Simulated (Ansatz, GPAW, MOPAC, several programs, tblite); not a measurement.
# What cheap methods get right for Bi (a single layer)

Aim: run Bi as a single layer in vacuum through methods of unlike cost and see what each gets, and at what price.

Method: no spin polarisation, static lattice; gaps from single points on the cell relaxed beforehand with r²SCAN, in MOPAC, tblite, GPAW, Ansatz (versions at each run).

**1. The system as given**

The structure is trigonal, space group P-3m1 (No. 164). Conventional cell: a = 4.315 Å, b = 4.315 Å, c = 27.053 Å, α = 90.00°, β = 90.00°, γ = 120.00°. Around Bi (site symmetry 3m) lie 3 Bi at 3.02 Å.

Coordinates:

```xyz
2
Lattice="4.3149 0.0000 0.0000 -2.1574 3.7368 0.0000 0.0000 0.0000 27.0531" Properties=species:S:1:pos:R:3 pbc="T T T"
Bi    0.0000    2.4912    8.4607
Bi    2.1574    1.2456   10.1659
```

The cell holds a single layer (buckled honeycomb monolayer) with vacuum along c; the form is built, and need not be the compound's stable one.

**Question.** The methods are PM6, PM7, GFN1-xTB (tblite), GFN2-xTB (tblite), PBE/single-zeta, coarse PBE, GLLB-SC, PBE, r2SCAN. What gap does r2SCAN give on this cell, and which other methods (full PBE left aside) come nearest to r2SCAN and farthest in gap?

```
                                      quantity                                       value
                                        r2SCAN                                 gap 0.88 eV
gap: nearest and farthest of the other methods  PBE/single-zeta (-0.11 eV), PM6 (+3.81 eV)
```

In words: For the gap, of the 7 methods compared (full PBE left aside), PBE/single-zeta comes nearest to r2SCAN and PM6 is farthest. A minimal basis or a coarse cutoff and mesh shifts results by its own error, so closeness to r2SCAN can be chance. Cluster runs see only the k-points that fold onto the zone centre, so their gaps can miss the band edges. GLLB-SC is compared with its derivative discontinuity added. CPU times run from 0.14 s (PM6) to 70 s (GLLB-SC). On this cell GLLB-SC cost more than r2SCAN itself (28 s), so it is no saving here. r2SCAN is a yardstick, not the truth: it usually gives gaps below the measured ones. Spin-orbit coupling is left out throughout.
